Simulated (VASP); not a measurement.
# ZnSe (Stilleite): convergence with the SCF solver and smearing

Aim: find what the SCF solver and smearing change for ZnSe (Stilleite), and what they cost. The atoms are off their equilibrium sites, so that forces can be compared too. The series runs use r2SCAN. The SCF solver tried: ALGO = Normal; ALGO = Fast; ALGO = VeryFast; ALGO = All; ALGO = Damped; AMIX = 0.1, BMIX = 0.01; AMIX = 0.8; IMIX = 1, AMIX = 0.2. The smearing tried: ISMEAR = -1, SIGMA = 0.01; ISMEAR = -1, SIGMA = 0.05; ISMEAR = -1, SIGMA = 0.1; ISMEAR = -1, SIGMA = 0.2; ISMEAR = -1, SIGMA = 0.5; ISMEAR = 2, SIGMA = 0.01; ISMEAR = 2, SIGMA = 0.05; ISMEAR = 2, SIGMA = 0.1; ISMEAR = 2, SIGMA = 0.2; ISMEAR = 2, SIGMA = 0.5; ISMEAR = -5. The atoms of the start are displaced at random from the sites of a F-43m cell.

Method: r2SCAN; plane waves and PAW (Zn, Se), in VASP 6.6.1.

## (1) The structure

Symmetry: Cm, No. 8, monoclinic system. That holds within 0.01 Å; VASP, at its tighter tolerance, finds 1 operation. The conventional cell has a = 6.941 Å, b = 4.008 Å, c = 4.008 Å, α = 90.00°, β = 125.26°, γ = 90.00°. Nearest to Zn lie 4 Se at 2.42 to 2.49 Å. Nearest to Se lie 4 Zn at 2.42 to 2.49 Å. Farther neighbours and most contacts between anions are not listed. That group holds within 0.01 Å; judged at 0.001 Å it is P1 (No. 1).

Structure file:

```xyz
2
Lattice="0.0000 2.8338 2.8338 2.8338 0.0000 2.8338 2.8338 2.8338 0.0000" Properties=species:S:1:pos:R:3 pbc="T T T"
Zn    0.0034   -0.0056    0.0047
Se    1.4147    1.4131    1.3663
```

## (2) SCF solver: ALGO = Normal

All solvers should reach one answer; they differ in cycles and robustness. r2SCAN adds the kinetic-energy density, costs more than a GGA and is run with LASPH.

The input, INCAR:

```
SYSTEM = ZnSe
PREC = Accurate
ENCUT = 400
EDIFF = 1E-06
NELM = 100
ISMEAR = -1
SIGMA = 0.05
LREAL = .FALSE.
ALGO = Normal
METAGGA = R2SCAN
LASPH = .TRUE.
NBANDS = 15
LORBIT = 11
LWAVE = .FALSE.
LCHARG = .FALSE.
KPAR = 2
ISIF = 2
```

The input, POSCAR:

```
ZnSe
1.0
    0.0000000000      2.8338000000      2.8338000000
    2.8338000000      0.0000000000      2.8338000000
    2.8338000000      2.8338000000      0.0000000000
Zn Se
1 1
Direct
   -0.0007710000      0.0024180000     -0.0012080000
    0.2407990000      0.2413540000      0.2578680000
```

The input, KPOINTS:

```
Automatic mesh
0
Gamma
8 8 8
0 0 0
```

The projector-augmented-wave data sets are Zn and Se (PBE family, release 64).

Run with:

```bash
> mpirun -np 2 vasp_std
```

What it wrote:

```text
[banner, memory and clock lines left out]
running    2 mpi-ranks, on    1 nodes
 distrk:  each k-point on    1 cores,    2 groups
 distr:  one band on    1 cores,    1 groups

 POSCAR found type information on POSCAR ZnSe
 POSCAR found :  2 types and       2 ions
|                                                                             |
|               ----> ADVICE to this user running VASP <----                  |
|                                                                             |
|     You enforced a specific xc type in the INCAR file but a different       |
|     [... a line on the potential file left out ...]
|     I HOPE YOU KNOW WHAT YOU ARE DOING!                                     |
|                                                                             |

 LDA part: xc-table for (None), standard interpolation
 POSCAR, INCAR and KPOINTS ok, starting setup
 FFT: planning ... GRIDC
 FFT: planning ... GRID_SOFT
 FFT: planning ... GRID
 WAVECAR not read
 entering main loop
       N       E                     dE             d eps       ncg     rms          rms(c)
DAV:   1     0.581608862298E+02    0.58161E+02   -0.78140E+03  7808   0.116E+03
DAV:   2    -0.229338584553E+02   -0.81095E+02   -0.76970E+02  8941   0.234E+02
DAV:   3    -0.276423355359E+02   -0.47085E+01   -0.46935E+01  9319   0.598E+01
DAV:   4    -0.276757172643E+02   -0.33382E-01   -0.33379E-01  9585   0.549E+00
DAV:   5    -0.276758665082E+02   -0.14924E-03   -0.14924E-03  9718   0.322E-01    0.504E+00
DAV:   6    -0.249079145564E+02    0.27680E+01   -0.13874E+00  8752   0.341E+01    0.471E+00
DAV:   7    -0.248782871558E+02    0.29627E-01   -0.30702E-01  9704   0.915E+00    0.222E+00
DAV:   8    -0.248922397929E+02   -0.13953E-01   -0.34999E-02  9592   0.180E+00    0.538E-01
DAV:   9    -0.248940627771E+02   -0.18230E-02   -0.42799E-03 10313   0.152E+00    0.870E-02
DAV:  10    -0.248941814372E+02   -0.11866E-03   -0.94981E-04  9012   0.428E-01    0.542E-02
DAV:  11    -0.248941571293E+02    0.24308E-04   -0.35260E-04 10453   0.419E-01    0.421E-02
DAV:  12    -0.248941448324E+02    0.12297E-04   -0.10103E-04  9431   0.247E-01    0.763E-03
DAV:  13    -0.248941518317E+02   -0.69992E-05   -0.11203E-05 10369   0.648E-02    0.438E-03
DAV:  14    -0.248941507680E+02    0.10637E-05   -0.25482E-06  6785   0.299E-02    0.789E-04
DAV:  15    -0.248941517670E+02   -0.99901E-06   -0.14007E-07  4131   0.789E-03
   1 F= -.24894152E+02 E0= -.24894152E+02  d E =-.158016E-09
```

The job ended after 3.8 min (2 MPI ranks of Intel Xeon Platinum 8259CL at 2.50GHz (Skylake/Cascade Lake), shared host; peak memory 0.51 GiB).

Lines that name or quote the potential files are left out of all logs, and their timing lines are given in words.

OUTCAR, selected parts (step 2):

```text
ion  position               nearest neighbor table
   1  0.999  0.002  0.999-   2 2.42   2 2.42   2 2.48   2 2.49
   2  0.241  0.241  0.258-   1 2.42   1 2.42   1 2.48   1 2.49

  LATTYP: Found a face centered cubic cell.
 ALAT       =     5.6676000000

 Subroutine GETGRP returns: Found  1 space group operations
 (whereof  1 operations were pure point group operations)

The static configuration has the point symmetry C_1 .

 Found    260 irreducible k-points:

   k-points           NKPTS =    260   k-points in BZ     NKDIM =    260   number of bands    NBANDS=     15

   dimension x,y,z NGX =    28 NGY =   28 NGZ =   28
   dimension x,y,z NGXF=    56 NGYF=   56 NGZF=   56

   ENCUT  =  400.0 eV  29.40 Ry    5.42 a.u.   6.54  6.54  6.54*2*pi/ulx,y,z

   NELECT =      18.0000    total number of electrons

 k-points in reciprocal lattice and weights: Automatic mesh
   0.00000000  0.00000000  0.00000000       0.002
   0.12500000  0.00000000  0.00000000       0.004
   0.00000000  0.12500000  0.00000000       0.004
   0.00000000  0.00000000  0.12500000       0.004
   0.12500000  0.12500000  0.12500000       0.004
   0.25000000  0.00000000  0.00000000       0.004
   0.00000000  0.25000000  0.00000000       0.004
   0.00000000  0.00000000  0.25000000       0.004
   0.25000000  0.25000000  0.25000000       0.004
[...]
0.25000000 -0.25000000  0.50000000       0.004
   0.50000000  0.25000000 -0.25000000       0.004

 average (electrostatic) potential at core
       1 -42.6599       2 -60.4169

 E-fermi :   2.2569

 k-point     1 :       0.0000    0.0000    0.0000
  band No.  band energies     occupation
    ...
      5      -4.9899      2.00000
      6      -4.9893      2.00000
      7       1.2295      2.00000
      8       1.3019      2.00000
      9       1.3561      2.00000
     10       3.1656      0.00000
     11       7.5792      0.00000
     12       7.6111      0.00000
     13       7.6636      0.00000
     14      11.8820      0.00000
    ...

 k-point     2 :       0.1250    0.0000    0.0000
  band No.  band energies     occupation
    ...
      5      -4.9908      2.00000
      6      -4.9896      2.00000
      7       0.0811      2.00000
      8       1.0758      2.00000
      9       1.1843      2.00000
     10       4.0775      0.00000
     11       7.5213      0.00000
     12       7.8346      0.00000
     13       7.9332      0.00000
     14      12.5369      0.00000
    ...

 k-point     3 :       0.0000    0.1250    0.0000
  band No.  band energies     occupation
    ...
      5      -4.9906      2.00000
      6      -4.9895      2.00000
      7       0.0920      2.00000
      8       1.0780      2.00000
      9       1.1745      2.00000
     10       4.0738      0.00000
     11       7.5198      0.00000
     12       7.8371      0.00000
     13       7.9274      0.00000
     14      12.5455      0.00000
    ...

  Total       -0.0544885     -0.0529338     -0.0759236      0.2953793      0.0307429     -0.0100584
  in kB       -1.9181274     -1.8633987     -2.6726979     10.3980775      1.0822261     -0.3540806
  external PRESSURE =      -2.1514080 kB  Pullay stress =       0.0000000 kB

  energy-cutoff  :      400.00
  volume of cell :       45.51
      direct lattice vectors                 reciprocal lattice vectors
     0.000000000  2.833800000  2.833800000    -0.176441527  0.176441527  0.176441527
     2.833800000  0.000000000  2.833800000     0.176441527 -0.176441527  0.176441527
     2.833800000  2.833800000  0.000000000     0.176441527  0.176441527 -0.176441527

 POSITION                                       TOTAL-FORCE (eV/Angst)
 -----------------------------------------------------------------------------------
      2.83723      5.66199      2.83847        -0.025864     -0.000631     -0.297728
      1.41470      1.41312      1.36633         0.025864      0.000631      0.297728
 -----------------------------------------------------------------------------------
    total drift:                                0.006294     -0.008940      0.008678

  FREE ENERGIE OF THE ION-ELECTRON SYSTEM (eV)
  ---------------------------------------------------
  free  energy   TOTEN  =       -24.8941517670 eV

  energy  without entropy=      -24.8941517668  energy(sigma->0) =      -24.89415177

 total charge
# of ion       s       p       d       tot
------------------------------------------
    1        0.512   0.444   9.802  10.758
    2        1.430   2.484   0.030   3.944
--------------------------------------------------
tot          1.942   2.928   9.832  14.702

[... 3 further parts left out ...]
```

The gap is read on the k-mesh alone, so it is an upper bound where the band edges lie off the mesh. Spin-orbit coupling is off here; it would split degenerate levels, and it lifts a valence top of Se p states by about 0.1 eV. The PAW data sets were made with PBE, which is usual practice but a small mismatch for other functionals.

Numbers from this step:

| Property | Result |
| --- | --- |
| SCF cycles | 15 |
| electrons | 18 |
| bands | 15 |
| irreducible k-points | 260 |
| symmetry operations | 1 |
| free energy (TOTEN) | -24.89 eV |
| Fermi energy | 2.257 eV |
| pressure | -0.2151 GPa |
| metallic | no |
| valence top at k | 0, 0, 0 |
| conduction bottom at k | 0, 0, 0 |
| least direct gap at k | 0, 0, 0 |
| gap on the k-mesh | 1.809 eV |
| least direct gap on the k-mesh | 1.809 eV |

The series starts at -12.4471 eV an atom and -0.22 GPa, after 15 cycles in 3.8 min.

## (3) SCF solver: ALGO = Fast

INCAR: that of step 2 with these lines changed.

```diff
@@ -8,3 +8,3 @@
 LREAL = .FALSE.
-ALGO = Normal
+ALGO = Fast
 METAGGA = R2SCAN
```

POSCAR is that of step 2.

KPOINTS is that of step 2.

Run with:

```bash
> mpirun -np 2 vasp_std
```

What it wrote:

```text
[banner, memory and clock lines left out]
running    2 mpi-ranks, on    1 nodes
[...]
[... a notice as in an earlier step ...]

 LDA part: xc-table for (None), standard interpolation
 POSCAR, INCAR and KPOINTS ok, starting setup
[...]
entering main loop
       N       E                     dE             d eps       ncg     rms          rms(c)
[... 5 cycles as in an earlier step ...]
RMM:   6    -0.249168756190E+02    0.27590E+01   -0.14763E+00  8581   0.138E+01    0.486E+00
RMM:   7    -0.248788386821E+02    0.38037E-01   -0.21532E-01  8850   0.564E+00    0.217E+00
RMM:   8    -0.248925191598E+02   -0.13680E-01   -0.54258E-02  9051   0.214E+00    0.613E-01
RMM:   9    -0.248944607446E+02   -0.19416E-02   -0.10291E-02  9052   0.113E+00    0.136E-01
[...]
RMM:  14    -0.248941528462E+02   -0.62006E-05   -0.26520E-06  8251   0.162E-02    0.389E-03
RMM:  15    -0.248941517502E+02    0.10960E-05   -0.88223E-07  5288   0.106E-02    0.126E-03
RMM:  16    -0.248941514529E+02    0.29732E-06   -0.10935E-07  4606   0.326E-03
   1 F= -.24894151E+02 E0= -.24894151E+02  d E =-.158293E-09
```

Elapsed: 5.2 min, on 2 MPI ranks; peak memory 0.5 GiB; 10 min of CPU time.

Parts of OUTCAR (step 3):

```text
  Total       -0.0546292     -0.0530740     -0.0760668      0.2954241      0.0307485     -0.0100598
  in kB       -1.9230825     -1.8683368     -2.6777388     10.3996545      1.0824243     -0.3541313
  external PRESSURE =      -2.1563860 kB  Pullay stress =       0.0000000 kB

 POSITION                                       TOTAL-FORCE (eV/Angst)
 -----------------------------------------------------------------------------------
      2.83723      5.66199      2.83847        -0.025863     -0.000631     -0.297722
      1.41470      1.41312      1.36633         0.025863      0.000631      0.297722
 -----------------------------------------------------------------------------------
    total drift:                                0.006293     -0.008940      0.008673

  FREE ENERGIE OF THE ION-ELECTRON SYSTEM (eV)
  ---------------------------------------------------
  free  energy   TOTEN  =       -24.8941514529 eV

  energy  without entropy=      -24.8941514527  energy(sigma->0) =      -24.89415145

[... 2 parts as in an earlier step ...]

[... 1 further part left out ...]
[key lines of the parts left out:]
E-fermi :   2.3012
```

Against the first of the series the energy stays within 0.01 meV an atom and the pressure within 0.01 GPa, after 16 cycles in 5.2 min.

## (4) SCF solver: ALGO = VeryFast

INCAR: that of step 3 with these lines changed.

```diff
@@ -8,3 +8,3 @@
 LREAL = .FALSE.
-ALGO = Fast
+ALGO = VeryFast
 METAGGA = R2SCAN
```

POSCAR is that of step 3.

KPOINTS is that of step 3.

Run with:

```bash
> mpirun -np 2 vasp_std
```

What it wrote:

```text
[... set-up lines as in an earlier step ...]
 entering main loop
       N       E                     dE             d eps       ncg     rms          rms(c)
RMM:   1     0.479893773912E+02    0.47989E+02   -0.59026E+03  3900   0.100E+03
RMM:   2    -0.174483290433E+02   -0.65438E+02   -0.93019E+02  3900   0.204E+02
RMM:   3    -0.251634591420E+02   -0.77151E+01   -0.10395E+02  3900   0.846E+01
RMM:   4    -0.273604411559E+02   -0.21970E+01   -0.14652E+01  3900   0.278E+01
[...]
RMM:  19    -0.248941495751E+02    0.21838E-04   -0.50414E-05  9512   0.714E-02    0.146E-02
RMM:  20    -0.248941509000E+02   -0.13249E-05   -0.13334E-05  9433   0.406E-02    0.217E-03
RMM:  21    -0.248941517270E+02   -0.82704E-06   -0.72497E-07  6048   0.792E-03
   1 F= -.24894152E+02 E0= -.24894152E+02  d E =-.145990E-09
```

Wall time 7.1 min (2 MPI ranks); peak memory 0.5 GiB; 14 min of CPU time.

From OUTCAR (step 4):

```text
  Total       -0.0415802     -0.0400361     -0.0630159      0.2953926      0.0307408     -0.0100611
  in kB       -1.4637253     -1.4093694     -2.2183161     10.3985467      1.0821529     -0.3541738
  external PRESSURE =      -1.6971369 kB  Pullay stress =       0.0000000 kB

 POSITION                                       TOTAL-FORCE (eV/Angst)
 -----------------------------------------------------------------------------------
      2.83723      5.66199      2.83847        -0.025866     -0.000629     -0.297730
      1.41470      1.41312      1.36633         0.025866      0.000629      0.297730
 -----------------------------------------------------------------------------------
    total drift:                                0.006291     -0.008936      0.008693

  FREE ENERGIE OF THE ION-ELECTRON SYSTEM (eV)
  ---------------------------------------------------
  free  energy   TOTEN  =       -24.8941517270 eV

  energy  without entropy=      -24.8941517269  energy(sigma->0) =      -24.89415173

[... 2 parts as in an earlier step ...]

[... 1 further part left out ...]
[key lines of the parts left out:]
E-fermi :   2.2728
```

Against the first of the series the energy stays within 0.01 meV an atom; the pressure moves by +0.05 GPa, after 21 cycles in 7.1 min.

## (5) SCF solver: ALGO = All

INCAR: that of step 4 with these lines changed.

```diff
@@ -8,3 +8,3 @@
 LREAL = .FALSE.
-ALGO = VeryFast
+ALGO = All
 METAGGA = R2SCAN
```

POSCAR is that of step 4.

KPOINTS is that of step 4.

Run with:

```bash
> mpirun -np 2 vasp_std
```

What it wrote:

```text
[... set-up lines as in an earlier step ...]
 entering main loop
       N       E                     dE             d eps       ncg     rms           ort
DAV:   1     0.581608862298E+02    0.58161E+02   -0.81455E+03  3900   0.130E+03
DAV:   2    -0.229338584553E+02   -0.81095E+02   -0.76970E+02  3900   0.234E+02
DAV:   3    -0.276423355359E+02   -0.47085E+01   -0.46935E+01  3900   0.598E+01
DAV:   4    -0.276757172643E+02   -0.33382E-01   -0.33379E-01  3900   0.549E+00
DAV:   5    -0.276758665082E+02   -0.14924E-03   -0.14924E-03  3900   0.322E-01
SDA:   6    -0.244245911936E+02    0.32513E+01   -0.14924E-03  3900   0.276E+01   0.000E+00
 gam= 0.000 g(H,U,f)=  0.217E+01 0.592E+00 0.356E-09 ort(H,U,f) = 0.000E+00 0.000E+00 0.000E+00
 gam= 0.000 trial= 0.400  step=  0.2852 mean=  0.4000
CGA:   7    -0.248137314408E+02   -0.38914E+00   -0.39360E+00  3900   0.208E+00   0.180E-01
 gam= 0.075 g(H,U,f)=  0.144E+00 0.644E-01 0.648E-10 ort(H,U,f) =-0.150E+00 0.168E+00 0.531E-10
 gam= 0.075 trial= 0.389  step=  0.6497 mean=  0.3885
[...]
SDA:  18    -0.248941527186E+02    0.12915E-09   -0.14811E-06  3900   0.476E-06   0.466E-06
 gam= 0.000 g(H,U,f)=  0.404E-06 0.720E-07 0.518E-15 ort(H,U,f) = 0.355E-06 0.111E-06 0.732E-15
 gam= 0.000 trial= 0.507  step=  0.0473 mean=  0.5073
  continued last = 0.150  step=  0.0118 harm=  0.0148 4th-ord=  0.0118
  continued last = 0.067  step=  0.0044 harm=  0.0067 4th-ord=  0.0044
  continued last = 0.030  step=  0.0018 harm=  0.0030 4th-ord=  0.0019 spline=  0.0018
  continued last = 0.013  step=  0.0008 harm=  0.0013 4th-ord=  0.0008 spline=  0.0008
  continued last = 0.006  step=  0.0004 harm=  0.0006 4th-ord=  0.0004 spline=  0.0004
  continued last = 0.003  step=  0.0002 harm=  0.0003 4th-ord=  0.0002 spline=  0.0002
  continued last = 0.001  step=  0.0001 harm=  0.0001 4th-ord=  0.0001 spline=  0.0001
  continued last = 0.001  step=  0.0000 harm=  0.0001 4th-ord=  0.0000 spline=  0.0001
  steps along line     -0.50733E-04   0.50733E-04   0.50733E+00   0.15032E+00   0.66809E-01   0.29693E-01   0.13197E-01   0.58652E-02   0.26068E-02   0.11586E-02   0.51492E-03
  energies along line   0.24127E-10  -0.24127E-10   0.10538E-05   0.29215E-06   0.12778E-06   0.56381E-07   0.24955E-07   0.11110E-07   0.49586E-08   0.21880E-08   0.97680E-09
 final diagonalization occupied
   1 F= -.24894153E+02 E0= -.24894153E+02  d E =-.150231E-09
```

Run time: 6.2 min. Hardware: 2 MPI ranks; peak memory 0.72 GiB; 12 min of CPU time.

From OUTCAR (step 5):

```text
  Total       -0.0607547     -0.0592023     -0.0821973      0.2954370      0.0307491     -0.0100580
  in kB       -2.1387160     -2.0840676     -2.8935460     10.4001104      1.0824454     -0.3540671
  external PRESSURE =      -2.3721099 kB  Pullay stress =       0.0000000 kB

 POSITION                                       TOTAL-FORCE (eV/Angst)
 -----------------------------------------------------------------------------------
      2.83723      5.66199      2.83847        -0.025863     -0.000630     -0.297723
      1.41470      1.41312      1.36633         0.025863      0.000630      0.297723
 -----------------------------------------------------------------------------------
    total drift:                                0.006290     -0.008937      0.008661

  FREE ENERGIE OF THE ION-ELECTRON SYSTEM (eV)
  ---------------------------------------------------
  free  energy   TOTEN  =       -24.8941527186 eV

  energy  without entropy=      -24.8941527184  energy(sigma->0) =      -24.89415272

[... 2 parts as in an earlier step ...]

[... 1 further part left out ...]
[key lines of the parts left out:]
E-fermi :   2.2890
```

Against the first of the series the energy stays within 0.01 meV an atom; the pressure moves by -0.02 GPa, after 18 cycles in 6.2 min.

(Part 1 of 3 ends here.)

[Lines on the potential files, build, host, timing and source positions are cut from VASP's logs without a mark.]

[Logs are printed without paths, hosts, clocks, repeated set-up lines and the standing remarks that a program may print on its own settings, such as how far it seeks lower states.]

[Hosts, paths, dates, database ids (printed as entryN), source tags and the programs' standing remarks are cut or masked in the printed files.]

[A measured line is paired with the nearest computed mode of its activity, which favours agreement.]

[In band tables of VASP the shares of atoms and orbitals are scaled to a sum of 1 inside the atoms' spheres.]
